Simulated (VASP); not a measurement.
# ScAl (Pm-3m) in VASP: a series of runs

Runs on ScAl. Level: PBEsol. Tasks: single point.

Program: VASP 6.6.1. These are calculated values, not measurements. Logs are shortened: lines on timing, memory, paths and dates and some standing lists are left out, and cuts for length are marked.

## (1) The crystal as given

It takes space group Pm-3m (No. 221, cubic). The conventional cell has a = 3.370 Å, b = 3.370 Å, c = 3.370 Å, α = 90.00°, β = 90.00°, γ = 90.00°. Around Sc (site symmetry m-3m) lie 8 Al at 2.92 Å. Al (site symmetry m-3m) is surrounded by 8 Sc at 2.92 Å.

The cell comes from a database or a generator and needn't be the stable form of this composition.

## (2) Single point, PBEsol

INCAR

```
SYSTEM = ScAl
PREC     = Accurate       ! precision mode
ENCUT    = 450            ! plane-wave cutoff, eV
EDIFF    = 1E-6           ! SCF threshold, eV
ISMEAR   = 1              ! smearing method
SIGMA    = 0.2            ! smearing width, eV
LREAL    = .False.        ! projectors in reciprocal space
LASPH    = .True.         ! aspherical terms in the spheres
NELM     = 100            ! most SCF steps
ALGO     = Normal         ! electronic algorithm
ISIF     = 2              ! what is computed and relaxed
LWAVE    = .False.        ! write WAVECAR
LCHARG   = .False.        ! write CHGCAR
GGA      = PS             ! functional
ADDGRID  = .False.
```

KPOINTS

```
Automatic mesh
0
Gamma
  8 8 8
  0 0 0
```

POSCAR

```
ScAl
1.0
    3.3703489700      0.0000000000      0.0000000000
    0.0000000000      3.3703489700      0.0000000000
    0.0000000000      0.0000000000      3.3703489700
Sc Al
1 1
Direct
    0.5000000000      0.5000000000      0.5000000000
    0.0000000000      0.0000000000      0.0000000000
```

Potentials or basis: VASP PAW PBE potentials, release 64 (Sc_sv, Al).

The run is started by

```console
cat potpaw_PBE.64/Sc_sv/POTCAR potpaw_PBE.64/Al/POTCAR > POTCAR
mpirun -np 1 vasp_std > vasp.out
```

OUTCAR:

```text
SYSTEM = ScAl
   PREC = Accurate
   ENCUT = 450
   EDIFF = 1E-6
   ISMEAR = 1
   LREAL = .False.
   LASPH = .True.
   NELM = 100
   ISIF = 2
   GGA = PS

 Found     35 irreducible k-points:

 Following reciprocal coordinates:
            Coordinates               Weight
  0.000000  0.000000  0.000000      1.000000
  0.125000  0.000000  0.000000      6.000000
  0.250000  0.000000  0.000000      6.000000
  0.375000  0.000000  0.000000      6.000000
  0.500000  0.000000  0.000000      3.000000
  0.125000  0.125000  0.000000     12.000000
   k-points           NKPTS =     35   k-points in BZ     NKDIM =     35   number of bands    NBANDS=     11
   number of dos      NEDOS =    301   number of ions     NIONS =      2
   total plane-waves  NPLWV =  13824
   dimension x,y,z NGX =    24 NGY =   24 NGZ =   24
   dimension x,y,z NGXF=    48 NGYF=   48 NGZF=   48
   ions per type =               1   1
   NGX,Y,Z   is equivalent  to a cutoff of  11.84, 11.84, 11.84 a.u.
   NGXF,Y,Z  is equivalent  to a cutoff of  23.68, 23.68, 23.68 a.u.
 SYSTEM =  ScAl
   PREC   = accura    normal or accurate (medium, high low for compatibility)
   ISTART =      0    job   : 0-new  1-cont  2-samecut
   ICHARG =      2    charge: 1-file 2-atom 10-const
   ISPIN  =      1    spin polarized calculation?
   LNONCOLLINEAR =      F non collinear calculations
   LSORBIT =      F    spin-orbit coupling
   LASPH  =      T    aspherical Exc in radial PAW
   ENCUT  =  450.0 eV  33.07 Ry    5.75 a.u.   5.83  5.83  5.83*2*pi/ulx,y,z
   NELM   =    100;   NELMIN=  2; NELMDL= -5     # of ELM steps
   EDIFF  = 0.1E-05   stopping-criterion for ELM
   LREAL  =      F    real-space projection
   EDIFFG = 0.1E-04   stopping-criterion for IOM
   NSW    =      0    number of steps for IOM
   IBRION =     -1    ionic relax: 0-MD 1-quasi-New 2-CG
   NFREE  =      0    steps in history (QN), initial steepest desc. (CG)
   ISIF   =      2    stress and relaxation
   ISYM   =      2    0-nonsym 1-usesym 2-fastsym
   POTIM  = 0.5000    time-step for ionic-motion
   TEBEG  =    0.0;   TEEND  =   0.0 temperature during run
   PSTRESS=    0.0 pullay stress
   NELECT =      14.0000    total number of electrons
   NUPDOWN=      -1.0000    fix difference up-down
   EMIN   =  10.00;   EMAX   =-10.00  energy-range for DOS
   EFERMI =   0.00;   METHOD = LEGACY
   ISMEAR =     1;   SIGMA  =   0.20  broadening in eV -4-tet -1-fermi 0-gaus
   EFERMI_NEDOS =   21; number of points for ismear=-14 and -15
   IALGO  =     38    algorithm
   IMIX   =      4    mixing-type and parameters
     AMIX     =   0.40;   BMIX     =  1.00
     AMIX_MAG =   1.60;   BMIX_MAG =  1.00
  volume/ion in A,a.u.               =      19.14       129.18
  Fermi-wavevector in a.u.,A,eV,Ry     =   1.170692  2.212287 18.647052  1.370520
  Thomas-Fermi vector in A             =   2.307147
   LORBIT       =      0    0 simple, 1 ext, 2 COOP (PROOUT), +10 PAW based schemes
   GGA     = PS    functional components
   LHFCALC =     F    Hartree Fock is set to
   AEXX    =    0.0000 exact exchange contribution
   IVDW    =     0    specifies the selected vdW correction
   LEPSILON=     F    determine dielectric tensor
   LRPA    =     F    only Hartree local field effects (RPA)
 non-spin polarized calculation
 Methfessel and Paxton  Order N= 1 SIGMA  =   0.20
  energy-cutoff  :      450.00
  volume of cell :       38.28
 maximum number of plane-waves:       852
 NGX is ok and might be reduce to    24
   NGX = 11   NGY = 11   NGZ = 11

 number of electron      13.9999999 magnetization

 Free energy of the ion-electron system (eV)
  ---------------------------------------------------
  ext. energy  EPLUGINS =         0.00000000
  ---------------------------------------------------
  free energy    TOTEN  =       -11.61605341 eV

  energy without entropy =      -11.61416298  energy(sigma->0) =      -11.61542326

 E-fermi :   5.9717     XC(G=0): -10.4072

 val. band max:        5.9657304299   @ k =   0.5000   0.1250   0.1250
 cond. band min:       5.9940949277   @ k =   0.5000   0.3750   0.1250
 fundamental gap:      0.0283644977
 Fermi energy:         5.9716546860

 k-point     1 :       0.0000    0.0000    0.0000
  band No.  band energies     occupation
      1     -43.2504      2.00000
      2     -21.9264      2.00000
      3     -21.9264      2.00000
      4     -21.9264      2.00000
      5      -2.4896      2.00000
      6       5.2985      2.00002
      7       5.2985      2.00002
      8       8.6834     -0.00000
      9       8.6834     -0.00000
     10       8.6834     -0.00000
     11       9.7056     -0.00000

 k-point     2 :       0.1250    0.0000    0.0000
  band No.  band energies     occupation
      1     -43.2483      2.00000
      2     -21.9535      2.00000
      3     -21.9240      2.00000
      4     -21.9240      2.00000
      5      -2.2666      2.00000
      6       5.0512      2.00000
      7       5.4104      2.00053
      8       8.1003     -0.00000
      9       8.1003     -0.00000
     10       8.7159     -0.00000
     11       9.1909     -0.00000

 k-point     3 :       0.2500    0.0000    0.0000
  band No.  band energies     occupation
      1     -43.2429      2.00000
      2     -22.0183      2.00000
      3     -21.9182      2.00000
      4     -21.9182      2.00000
      5      -1.6182      2.00000
      6       4.0563      2.00000
      7       5.7096      2.06892
      8       7.3888     -0.00000
      9       7.3888     -0.00000
     10       8.7961     -0.00000
     11       8.9675     -0.00000

 k-point     4 :       0.3750    0.0000    0.0000
  band No.  band energies     occupation
      1     -43.2377      2.00000
      2     -22.0823      2.00000
      3     -21.9124      2.00000
      4     -21.9124      2.00000
      5      -0.6135      2.00000
      6       2.5442      2.00000
      7       6.0649      0.29813
      8       6.9148     -0.00000
      9       6.9148     -0.00000
     10       8.8789     -0.00000
     11       9.4464     -0.00000

 k-point     5 :       0.5000    0.0000    0.0000
  band No.  band energies     occupation
      1     -43.2355      2.00000
      2     -22.1086      2.00000
      3     -21.9100      2.00000
      4     -21.9100      2.00000
      5       0.3054      2.00000
      6       1.4112      2.00000
      7       6.2358     -0.06842
      8       6.7499     -0.00000
      9       6.7499     -0.00000
     10       8.9140     -0.00000
     11       9.7863     -0.00000

 k-point     6 :       0.1250    0.1250    0.0000
  band No.  band energies     occupation
      1     -43.2461      2.00000
      2     -21.9525      2.00000
      3     -21.9493      2.00000
      4     -21.9216      2.00000
      5      -2.0485      2.00000
      6       5.0775      2.00000
      7       5.2866      2.00001
      8       7.5265     -0.00000
      9       7.9515     -0.00000
     10       8.4958     -0.00000
     11       9.6176     -0.00000

 [... further k-points ...]

------------------------ aborting loop because EDIFF is reached ----------------------------------------

  FORCE on cell =-STRESS in cart. coord.  units (eV):
  Direction    XX          YY          ZZ          XY          YZ          ZX
  --------------------------------------------------------------------------------------
  -------------------------------------------------------------------------------------
  Total       -0.3998163     -0.3998163     -0.3998163     -0.0000000     -0.0000000      0.0000000
  in kB      -16.7319464    -16.7319464    -16.7319464     -0.0000000     -0.0000000      0.0000000
  external PRESSURE =     -16.7319464 kB  Pullay stress =       0.0000000 kB

 VOLUME and BASIS-vectors are now :
 -----------------------------------------------------------------------------
  energy-cutoff  :      450.00
  volume of cell :       38.28
      direct lattice vectors                 reciprocal lattice vectors
     3.370348970  0.000000000  0.000000000     0.296705181  0.000000000  0.000000000
     0.000000000  3.370348970  0.000000000     0.000000000  0.296705181  0.000000000
     0.000000000  0.000000000  3.370348970     0.000000000  0.000000000  0.296705181

 POSITION                                       TOTAL-FORCE (eV/Angst)
 -----------------------------------------------------------------------------------
      1.68517      1.68517      1.68517         0.000000      0.000000      0.000000
      0.00000      0.00000      0.00000         0.000000      0.000000      0.000000
 -----------------------------------------------------------------------------------
    total drift:                                0.000000     -0.000000     -0.000000

  FREE ENERGIE OF THE ION-ELECTRON SYSTEM (eV)
  ---------------------------------------------------
  free  energy   TOTEN  =       -11.6160534065 eV

  energy  without entropy=      -11.6141629774  energy(sigma->0) =      -11.61542326
```

OSZICAR:

```text
N       E                     dE             d eps       ncg     rms          rms(c)
DAV:   1     0.120235266387E+03    0.12024E+03   -0.64466E+03   810   0.105E+03
DAV:   2    -0.974763967919E+01   -0.12998E+03   -0.12734E+03   842   0.386E+02
DAV:   3    -0.127418769743E+02   -0.29942E+01   -0.28863E+01  1208   0.736E+01
DAV:   4    -0.128037072690E+02   -0.61830E-01   -0.60658E-01  1250   0.775E+00
DAV:   5    -0.128042464438E+02   -0.53917E-03   -0.53897E-03  1074   0.641E-01    0.756E+00
DAV:   6    -0.116767950294E+02    0.11275E+01   -0.37165E+00  1235   0.254E+01    0.220E+00
DAV:   7    -0.116306619105E+02    0.46133E-01   -0.15376E-01  1310   0.423E+00    0.896E-01
DAV:   8    -0.116166783377E+02    0.13984E-01   -0.16353E-02  1122   0.155E+00    0.234E-01
DAV:   9    -0.116160942510E+02    0.58409E-03   -0.30575E-03  1254   0.759E-01    0.115E-01
DAV:  10    -0.116160536287E+02    0.40622E-04   -0.28136E-04  1229   0.203E-01    0.337E-02
DAV:  11    -0.116160539871E+02   -0.35841E-06   -0.13451E-05  1250   0.529E-02    0.734E-03
DAV:  12    -0.116160534065E+02    0.58059E-06   -0.29763E-06  1212   0.273E-02
   1 F= -.11616053E+02 E0= -.11615423E+02  d E =-.189043E-02
```

stdout:

```text
POSCAR found type information on POSCAR ScAl
 POSCAR found :  2 types and       2 ions
 scaLAPACK will be used
 -----------------------------------------------------------------------------
|                                                                             |
|                                                                             |
|     You enforced a specific xc type in the INCAR file but a different       |
|     I HOPE YOU KNOW WHAT YOU ARE DOING!                                     |
|                                                                             |
 -----------------------------------------------------------------------------

 LDA part: xc-table for (Slater+PW92), standard interpolation
 POSCAR, INCAR and KPOINTS ok, starting setup
 FFT: planning ... GRIDC
 FFT: planning ... GRID_SOFT
 FFT: planning ... GRID
 WAVECAR not read
 entering main loop
```

It took 5.3 s on 1 thread of Intel Xeon Platinum 8488C (Sapphire Rapids), shared host; peak memory 0.14 GiB.

These settings aren't checked as converged: the numbers below hold their error.

What came out:

```
Free energy            : -11.6161 eV
Pressure               : -1.7 GPa
Band gap on the k mesh : none (metal or under the smearing width)
```

Caveat: the PAW data sets were made with another functional, which shifts forces and pressure a little.

## (3) Single point, PBEsol

Edit INCAR of step 2 so:

```diff
@@ -2,3 +2,3 @@
 PREC     = Accurate       ! precision mode
-ENCUT    = 450            ! plane-wave cutoff, eV
+ENCUT    = 300            ! plane-wave cutoff, eV
 EDIFF    = 1E-6           ! SCF threshold, eV
```

KPOINTS

```
Automatic mesh
0
Gamma
  10 10 10
  0 0 0
```

POSCAR is that of step 2.

Potentials or basis: VASP PAW PBE potentials, release 64 (Sc_sv, Al).

The run is started by

```console
cat potpaw_PBE.64/Sc_sv/POTCAR potpaw_PBE.64/Al/POTCAR > POTCAR
mpirun -np 1 vasp_std > vasp.out
```

Run time: 5.9 s. Hardware: 1 thread of Intel Xeon Platinum 8488C (Sapphire Rapids), shared host; peak memory 0.12 GiB.

The run converged, but some of its settings lie outside the range that counts as converged, so its numbers aren't taken as properties of the crystal.

What came out:

```
Free energy            : -11.6153 eV
Pressure               : -2.0 GPa
Band gap on the k mesh : none (metal or under the smearing width)
```

Caveat: the PAW data sets were made with another functional, which shifts forces and pressure a little.

## (4) Single point, PBEsol

Edit INCAR of step 3 so:

```diff
@@ -2,3 +2,3 @@
 PREC     = Accurate       ! precision mode
-ENCUT    = 300            ! plane-wave cutoff, eV
+ENCUT    = 700            ! plane-wave cutoff, eV
 EDIFF    = 1E-6           ! SCF threshold, eV
```

KPOINTS

```
Automatic mesh
0
Gamma
  7 7 7
  0 0 0
```

POSCAR is that of step 3.

The run is started by

```console
cat potpaw_PBE.64/Sc_sv/POTCAR potpaw_PBE.64/Al/POTCAR > POTCAR
mpirun -np 1 vasp_std > vasp.out
```

It took 8 s on 1 thread of Intel Xeon Platinum 8488C (Sapphire Rapids), shared host; peak memory 0.17 GiB.

These settings aren't checked as converged: the numbers below hold their error.

What came out:

```yaml
Free_energy: -11.6114 eV
Pressure: -1.7 GPa
Band_gap_on_the_k_mesh: none (metal or under the smearing width)
```

Caveat: the PAW data sets were made with another functional, which shifts forces and pressure a little.

## (5) Single point, PBEsol

Edit INCAR of step 4 so:

```diff
@@ -2,3 +2,3 @@
 PREC     = Accurate       ! precision mode
-ENCUT    = 700            ! plane-wave cutoff, eV
+ENCUT    = 550            ! plane-wave cutoff, eV
 EDIFF    = 1E-6           ! SCF threshold, eV
```

KPOINTS

```
Automatic mesh
0
Gamma
  8 8 8
  0 0 0
```

POSCAR is that of step 4.

The run is started by

```console
cat potpaw_PBE.64/Sc_sv/POTCAR potpaw_PBE.64/Al/POTCAR > POTCAR
mpirun -np 1 vasp_std > vasp.out
```

Wall time 9.5 s (1 thread of Intel Xeon Platinum 8488C (Sapphire Rapids), shared host); peak memory 0.16 GiB.

These settings aren't checked as converged: the numbers below hold their error.

What came out:

* Free energy: -11.6169 eV
* Pressure: -1.7 GPa
* Band gap on the k mesh: none (metal or under the smearing width)

Caveat: the PAW data sets were made with another functional, which shifts forces and pressure a little.
